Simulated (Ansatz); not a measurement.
SiC (F-43m) from a database structure (r2SCAN geometry), in Ansatz:

```
Si C
1.0
     0.00000    2.17805    2.17805
     2.17805    0.00000    2.17805
     2.17805    2.17805    0.00000
Si C
1 1
Direct
  0.25000 0.25000 0.25000
  0.00000 0.00000 0.00000
```

G0W0@PBE with 77 empty bands, a screening cutoff of 140 eV and a 6×6×6 mesh (PAW, contour deformation) gives 2.154 eV over the mesh points, from a PBE gap of 1.352 eV; it sums over 81 bands with 65 plane waves in the screening and a wave cutoff of 420 eV. The G0W0 figures hold for the stated bands, cutoff and mesh and aren't extrapolated. No spin polarisation and no zero-point or thermal motion.

Problem. Estimate the gap with starting point HSE06.

Solution. 2.537 eV (+0.383 eV), from a Kohn-Sham gap of 2.227 eV.

Problem. Estimate the gap with frequency model Godby-Needs pole.

Solution. 2.100 eV (-0.054 eV), from a Kohn-Sham gap of 1.352 eV.

Problem. Estimate the gap with empty bands 33, screening cutoff 80 eV.

Solution. 1.951 eV (-0.203 eV), from a Kohn-Sham gap of 1.352 eV.
